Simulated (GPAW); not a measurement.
Runs of GPAW 26.7.0 on MnS. The structure is cubic, space group Fm-3m (No. 225). The conventional cell has a = 5.209 Å, b = 5.209 Å, c = 5.209 Å, α = 90.00°, β = 90.00°, γ = 90.00°. Mn (site symmetry m-3m) has 6 S at 2.60 Å as nearest neighbours. S (site symmetry m-3m) is surrounded by 6 Mn at 2.60 Å. 

```csv
task,level,potentials or basis,cell,k mesh,smearing,band path,band points,data set,optimizer,fmax,gap on the mesh (eV),pressure (GPa),moment (μB)
band structure,PBE,"GPAW PAW data sets (gpaw-data 1.2.1), other valence, pw",as given,7 × 7 × 7,fermi-dirac 0.05 eV,"GXWKGLUWLK,UX",100,Mn 7,-,-,-,-3.4,4.69
single point,PBE,"GPAW PAW data sets (gpaw-data 1.2.1), pw",as given,9 × 9 × 9,gaussian 0.012 eV,-,-,-,-,-,none,-2.7,4.72
single point,PBE,"GPAW PAW data sets (gpaw-data 1.2.1), pw",as given,9 × 9 × 9,gaussian 0.022 eV,-,-,-,-,-,none,-2.9,4.71
single point,PBE,"GPAW PAW data sets (gpaw-data 1.2.1), pw",as given,9 × 9 × 9,gaussian 0.05 eV,-,-,-,-,-,none,-2.9,4.70
single point,PBE,"GPAW PAW data sets (gpaw-data 1.2.1), pw",as given,9 × 9 × 9,gaussian 0.02 eV,-,-,-,-,-,none,-2.9,4.71
band structure,PBE,"GPAW PAW data sets (gpaw-data 1.2.1), pw",as given,7 × 7 × 7,fermi-dirac 0.05 eV,"GXWKGLUWLK,UX",60,-,-,-,-,(a),4.67
single point,PBE,"GPAW PAW data sets (gpaw-data 1.2.1), pw",as given,9 × 9 × 9,gaussian 0.027 eV,-,-,-,-,-,none,-2.9,4.70
single point,PBE,"GPAW PAW data sets (gpaw-data 1.2.1), pw",as given,9 × 9 × 9,gaussian 0.021 eV,-,-,-,-,-,none,-2.9,4.71
single point,PBE,"GPAW PAW data sets (gpaw-data 1.2.1), pw",as given,9 × 9 × 9,gaussian 0.023 eV,-,-,-,-,-,none,-2.9,4.70
single point,PBE,"GPAW PAW data sets (gpaw-data 1.2.1), pw",as given,9 × 9 × 9,gaussian 0.028 eV,-,-,-,-,-,none,-2.9,4.70
relaxation of cell and atoms,LDA,"the program's PAW data sets (release 1.2.1) made for this functional, pw",relaxed,9 × 9 × 9,fermi-dirac 0.05 eV,-,-,-,BFGS,0.02 eV/Å,none,0.0,3.60
band structure,C09-vdW,"GPAW PAW data sets (gpaw-data 1.2.1), pw",as given,7 × 7 × 7,fermi-dirac 0.05 eV,"GXWKGLUWLK,UX",100,-,-,-,-,-,(b)
```

Alike in all rows: spin collinear, ferromagnetic start; cutoff (eV) 600.

Problem. Fill in the values left out.

Solution. (a) -3.3; (b) 4.63.

Caveats: a cell with one magnetic atom can't hold antiferromagnetic order, which such compounds often take; semilocal functionals often make such compounds metallic where correlation or magnetic order opens a gap, which also shifts bond lengths; each step starts from the last one's moments, so a moment once lost doesn't come back (some runs); later steps reuse the first step's grids (some runs); the PAW data sets were made with another functional, which shifts forces and pressure a little (some runs).

A k mesh can miss the band edges.

A gap of «none» marks a metal or a gap under the smearing width.

Not every run made on this cell is shown here.
